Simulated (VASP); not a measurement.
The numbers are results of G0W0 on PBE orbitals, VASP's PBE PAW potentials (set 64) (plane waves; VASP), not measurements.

The input files of a VASP run:

INCAR:
```
ALGO = EVGW0
ENCUT = 350
ENCUTGW = 180
GGA = PE
ISMEAR = 0
LASPH = T
LCHARG = F
LREAL = F
LSPECTRALGW = T
LWAVE = T
NBANDS = 128
NBANDSGW = 19
NELMGW = 1
NOMEGA = 64
PREC = Normal
SIGMA = 0.01
SYSTEM = AlSb
```

POSCAR:
```
AlSb
1.0
  0.0000000000   3.0700000000   3.0700000000
  3.0700000000   0.0000000000   3.0700000000
  3.0700000000   3.0700000000   0.0000000000
Al Sb
1 1
Cart
  0.0000000000   0.0000000000   0.0000000000
  1.5350000000   1.5350000000   1.5350000000
```

### KPOINTS
```
Automatic mesh
0
Gamma
6 6 6
0 0 0
```

POTCAR, in this order: Al_GW Sb_d_GW (PBE.64 set). Program: vasp_std. Read from the step before: W*.

The run wrote:

### OSZICAR
```
energies w=
    0.000    0.000    0.544    0.000    1.087    0.000    1.628    0.000
    2.165    0.000    2.698    0.000    3.225    0.000    3.747    0.000
    4.262    0.000    4.771    0.000    5.272    0.000    5.767    0.000
    6.255    0.000    6.736    0.000    7.212    0.000    7.682    0.000
    8.147    0.000    8.607    0.000    9.064    0.000    9.519    0.000
    9.971    0.000   10.422    0.000   10.873    0.000   11.325    0.000
   11.779    0.000   12.236    0.000   12.698    0.000   13.165    0.000
   13.638    0.000   14.120    0.000   14.612    0.000   15.115    0.000
   15.632    0.000   16.165    0.000   16.715    0.000   17.285    0.000
   17.878    0.000   18.498    0.000   19.148    0.000   19.831    0.000
   20.554    0.000   21.320    0.000   22.137    0.000   23.013    0.000
   23.955    0.000   24.974    0.000   26.083    0.000   27.298    0.000
   28.636    0.000   30.120    0.000   31.779    0.000   33.648    0.000
   35.774    0.000   38.217    0.000   41.054    0.000   44.393    0.000
   48.383    0.000   53.233    0.000   59.255    0.000   66.928    0.000
   77.031    0.000   90.917    0.000  111.168    0.000  143.395    0.000
NQ=   1    0.0000    0.0000    0.0000,
 performed        540000 updates of chi_q(r,r)
NQ=   2    0.1667    0.0000    0.0000,
 performed       1411000 updates of chi_q(r,r)
NQ=   3    0.3333    0.0000    0.0000,
 performed       2282000 updates of chi_q(r,r)
NQ=   4    0.5000    0.0000    0.0000,
 performed       3036000 updates of chi_q(r,r)
NQ=   5    0.1667    0.1667    0.0000,
 performed       3907000 updates of chi_q(r,r)
NQ=   6    0.3333    0.1667    0.0000,
 performed       5196000 updates of chi_q(r,r)
NQ=   7    0.5000    0.1667    0.0000,
 performed       6485000 updates of chi_q(r,r)
NQ=   8   -0.3333    0.1667    0.0000,
 performed       7774000 updates of chi_q(r,r)
NQ=   9   -0.1667    0.1667    0.0000,
 performed       8907000 updates of chi_q(r,r)
NQ=  10    0.3333    0.3333    0.0000,
 performed       9778000 updates of chi_q(r,r)
NQ=  11    0.5000    0.3333    0.0000,
 performed      11067000 updates of chi_q(r,r)
NQ=  12   -0.3333    0.3333    0.0000,
 performed      12200000 updates of chi_q(r,r)
NQ=  13    0.5000    0.5000    0.0000,
 performed      12886000 updates of chi_q(r,r)
NQ=  14    0.5000    0.3333    0.1667,
 performed      14321000 updates of chi_q(r,r)
NQ=  15   -0.3333    0.3333    0.1667,
 performed      15678000 updates of chi_q(r,r)
NQ=  16   -0.3333    0.5000    0.1667,
 performed      16816000 updates of chi_q(r,r)
 resolving degeneracies of screened two electron integrals
```

### OUTCAR
```


 k-point   1 :       0.0000    0.0000    0.0000
  band No.  KS-energies  QP-energies   sigma(KS)   V_xc(KS)     V^pw_x(r,r')   Z            occupation Imag(sigma)

      1     -24.7375     -27.2734     -22.3990     -18.6063     -28.9746       0.6686       2.0000       0.3272
      2     -24.7375     -27.2734     -22.3990     -18.6063     -28.9746       0.6686       2.0000       0.3272
      3     -24.7375     -27.2734     -22.3990     -18.6063     -28.9746       0.6686       2.0000       0.3272
      4     -24.7163     -27.2482     -22.3835     -18.6077     -28.9608       0.6706       2.0000       0.3150
      5     -24.7163     -27.2482     -22.3835     -18.6077     -28.9608       0.6706       2.0000       0.3150
      6      -7.3028      -7.8025     -11.5806     -10.8228     -17.0639       0.6594       2.0000       0.9851
      7       3.4207       2.9441     -11.7910     -11.1668     -12.4748       0.7635       2.0000       0.0649
      8       3.4207       2.9441     -11.7910     -11.1668     -12.4748       0.7635       2.0000       0.0649
      9       3.4207       2.9441     -11.7910     -11.1668     -12.4748       0.7635       2.0000       0.0649
     10       5.0122       5.3540     -10.1676     -10.6141      -6.4705       0.7656       0.0000      -0.0889
     11       6.5407       6.6946      -8.8991      -9.1048      -4.9427       0.7481       0.0000      -0.1216
     12       6.5407       6.6946      -8.8991      -9.1048      -4.9427       0.7481       0.0000      -0.1216
     13       6.5407       6.6946      -8.8991      -9.1048      -4.9427       0.7481       0.0000      -0.1216
     14       9.9495       9.8506      -7.1987      -7.0675      -2.3633       0.7543       0.0000      -0.2581
     15      11.2157      11.3833      -8.8519      -9.0779      -3.8955       0.7415       0.0000      -0.3069
     16      11.2157      11.3833      -8.8519      -9.0779      -3.8955       0.7415       0.0000      -0.3069
     17      12.9032      12.8241      -7.5374      -7.4315      -2.1852       0.7468       0.0000      -0.4784
     18      12.9032      12.8241      -7.5374      -7.4315      -2.1852       0.7468       0.0000      -0.4784
     19      12.9032      12.8241      -7.5374      -7.4315      -2.1852       0.7468       0.0000      -0.4784

 k-point   2 :       0.1667    0.0000    0.0000
  band No.  KS-energies  QP-energies   sigma(KS)   V_xc(KS)     V^pw_x(r,r')   Z            occupation Imag(sigma)

      1     -24.7370     -27.2777     -22.3992     -18.6070     -28.9750       0.6700       2.0000       0.3270
      2     -24.7370     -27.2777     -22.3992     -18.6070     -28.9750       0.6700       2.0000       0.3270
      3     -24.7370     -27.2777     -22.3992     -18.6070     -28.9750       0.6700       2.0000       0.3270
      4     -24.7164     -27.2452     -22.3835     -18.6076     -28.9606       0.6697       2.0000       0.3152
      5     -24.7164     -27.2452     -22.3835     -18.6076     -28.9606       0.6697       2.0000       0.3152
      6      -7.0509      -7.5518     -11.6603     -10.9064     -17.0218       0.6644       2.0000       0.9514
      7       1.3373       0.8573     -11.1536     -10.5056     -12.4534       0.7407       2.0000       0.1101
      8       3.1175       2.6308     -11.6093     -10.9694     -12.3716       0.7606       2.0000       0.0685
      9       3.1175       2.6308     -11.6093     -10.9694     -12.3716       0.7606       2.0000       0.0685
     10       5.4488       5.6737      -9.4536      -9.7493      -5.7606       0.7608       0.0000      -0.0974
     11       6.9889       7.1491      -9.0413      -9.2565      -4.9366       0.7445       0.0000      -0.1341
     12       6.9889       7.1491      -9.0413      -9.2565      -4.9366       0.7445       0.0000      -0.1341
     13       7.7810       7.9725      -9.7294      -9.9859      -5.4663       0.7468       0.0000      -0.1534
     14      10.4641      10.5519      -8.3795      -8.4971      -3.5732       0.7466       0.0000      -0.2730
     15      10.4641      10.5519      -8.3795      -8.4971      -3.5732       0.7466       0.0000      -0.2730
     16      10.9622      10.8900      -7.4610      -7.3645      -2.3849       0.7485       0.0000      -0.3247
     17      12.4191      12.3315      -7.4519      -7.3352      -2.2493       0.7502       0.0000      -0.4186
     18      14.6920      14.7064      -8.1057      -8.1251      -2.4570       0.7426       0.0000      -0.6213
     19      14.6920      14.7064      -8.1057      -8.1251      -2.4570       0.7426       0.0000      -0.6213

 k-point   3 :       0.3333    0.0000    0.0000
  band No.  KS-energies  QP-energies   sigma(KS)   V_xc(KS)     V^pw_x(r,r')   Z            occupation Imag(sigma)

      1     -24.7356     -27.2839     -22.3997     -18.6084     -28.9756       0.6722       2.0000       0.3265
      2     -24.7356     -27.2839     -22.3997     -18.6084     -28.9756       0.6722       2.0000       0.3265
      3     -24.7356     -27.2839     -22.3997     -18.6084     -28.9756       0.6722       2.0000       0.3265
      4     -24.7153     -27.2818     -22.3848     -18.6088     -28.9614       0.6797       2.0000       0.3153
      5     -24.7153     -27.2818     -22.3848     -18.6088     -28.9614       0.6797       2.0000       0.3153
      6      -6.3967      -6.8960     -11.9381     -11.2014     -16.9699       0.6778       2.0000       0.8564
      7      -0.9496      -1.4878     -10.6702      -9.9083     -13.2293       0.7065       2.0000       0.2549
      8       2.6825       2.1718     -11.4792     -10.8036     -12.4246       0.7559       2.0000       0.0770
      9       2.6825       2.1718     -11.4792     -10.8036     -12.4246       0.7559       2.0000       0.0770
     10       4.9681       5.1443      -9.1960      -9.4263      -5.6524       0.7651       0.0000      -0.0910
     11       7.2614       7.4027      -8.7824      -8.9718      -4.5883       0.7458       0.0000      -0.1416
     12       7.2614       7.4027      -8.7824      -8.9718      -4.5883       0.7458       0.0000      -0.1416
     13      10.0417      10.0632      -8.4973      -8.5263      -3.4942       0.7391       0.0000      -0.2873
     14      10.9534      10.9788      -8.1093      -8.1433      -3.0631       0.7495       0.0000      -0.3199
     15      11.0606      11.1568      -8.6470      -8.7767      -3.5740       0.7419       0.0000      -0.3392
     16      11.0606      11.1568      -8.6470      -8.7767      -3.5740       0.7419       0.0000      -0.3392
     17      14.8243      14.9132      -8.7228      -8.8446      -2.8675       0.7298       0.0000      -0.6418
     18      16.5177      16.6753      -9.1779      -9.3924      -3.0013       0.7344       0.0000      -0.8909
     19      16.5177      16.6753      -9.1779      -9.3924      -3.0013       0.7344       0.0000      -0.8909

 k-point   4 :       0.5000    0.0000    0.0000
  band No.  KS-energies  QP-energies   sigma(KS)   V_xc(KS)     V^pw_x(r,r')   Z            occupation Imag(sigma)

      1     -24.7351     -27.2869     -22.3994     -18.6089     -28.9755       0.6732       2.0000       0.3264
      2     -24.7351     -27.2869     -22.3994     -18.6089     -28.9755       0.6732       2.0000       0.3264
      3     -24.7351     -27.2869     -22.3994     -18.6089     -28.9755       0.6732       2.0000       0.3264
      4     -24.7153     -27.2834     -22.3851     -18.6092     -28.9614       0.6801       2.0000       0.3152
      5     -24.7153     -27.2834     -22.3851     -18.6092     -28.9614       0.6801       2.0000       0.3152
      6      -5.9164      -6.4087     -12.2678     -11.5480     -17.0334       0.6840       2.0000       0.7756
      7      -2.0005      -2.5556     -10.2667      -9.4691     -13.4290       0.6959       2.0000       0.3719
      8       2.5115       1.9910     -11.4541     -10.7629     -12.4793       0.7531       2.0000       0.0806
      9       2.5115       1.9910     -11.4541     -10.7629     -12.4793       0.7531       2.0000       0.0806
     10       4.7697       4.9358      -9.1834      -9.4003      -5.6993       0.7661       0.0000      -0.0883
     11       7.1649       7.2890      -8.5971      -8.7627      -4.4477       0.7493       0.0000      -0.1378
     12       7.1649       7.2890      -8.5971      -8.7627      -4.4477       0.7493       0.0000      -0.1378
     13      10.0054       9.8606      -7.1670      -6.9736      -2.2637       0.7483       0.0000      -0.2700
     14      12.9249      13.0250      -8.7824      -8.9200      -3.0515       0.7271       0.0000      -0.5145
     15      12.9249      13.0250      -8.7824      -8.9200      -3.0515       0.7271       0.0000      -0.5145
     16      13.0469      13.1321      -8.9760      -9.0915      -3.5441       0.7381       0.0000      -0.4651
     17      13.9505      14.1129      -9.2761      -9.4952      -3.7457       0.7414       0.0000      -0.5904
     18      13.9505      14.1129      -9.2761      -9.4952      -3.7457       0.7414       0.0000      -0.5904
     19      14.2222      14.4872      -9.7144     -10.0804      -3.5472       0.7241       0.0000      -0.7117

 k-point   5 :       0.1667    0.1667    0.0000
  band No.  KS-energies  QP-energies   sigma(KS)   V_xc(KS)     V^pw_x(r,r')   Z            occupation Imag(sigma)

      1     -24.7384     -27.2700     -22.3984     -18.6052     -28.9735       0.6674       2.0000       0.3293
      2     -24.7359     -27.2841     -22.3999     -18.6084     -28.9762       0.6721       2.0000       0.3256
      3     -24.7359     -27.2841     -22.3999     -18.6084     -28.9762       0.6721       2.0000       0.3256
      4     -24.7161     -27.2491     -22.3837     -18.6078     -28.9607       0.6709       2.0000       0.3154
      5     -24.7161     -27.2491     -22.3837     -18.6078     -28.9607       0.6709       2.0000       0.3154
      6      -6.9650      -7.4662     -11.6865     -10.9344     -17.0065       0.6664       2.0000       0.9400
      7       1.4119       0.9672     -11.3851     -10.7867     -12.5973       0.7430       2.0000       0.1056
      8       2.5824       2.0735     -11.2819     -10.6078     -12.2112       0.7551       2.0000       0.0777
      9       2.5824       2.0735     -11.2819     -10.6078     -12.2112       0.7551       2.0000       0.0777
     10       5.6534       5.7580      -8.6636      -8.8014      -4.9830       0.7593       0.0000      -0.1041
     11       6.7740       7.0074      -9.8810     -10.1908      -5.8679       0.7535       0.0000      -0.1207
     12       7.8614       8.0392      -9.4115      -9.6523      -5.0595       0.7384       0.0000      -0.1636
     13       7.8614       8.0392      -9.4115      -9.6523      -5.0595       0.7384       0.0000      -0.1636
...
```
(Selected blocks of OUTCAR.)

The mesh is coarse and the basis finite, so the quasiparticle values are not converged.

The compound is AlSb in the zinc blende structure. The cell was not relaxed at this level.
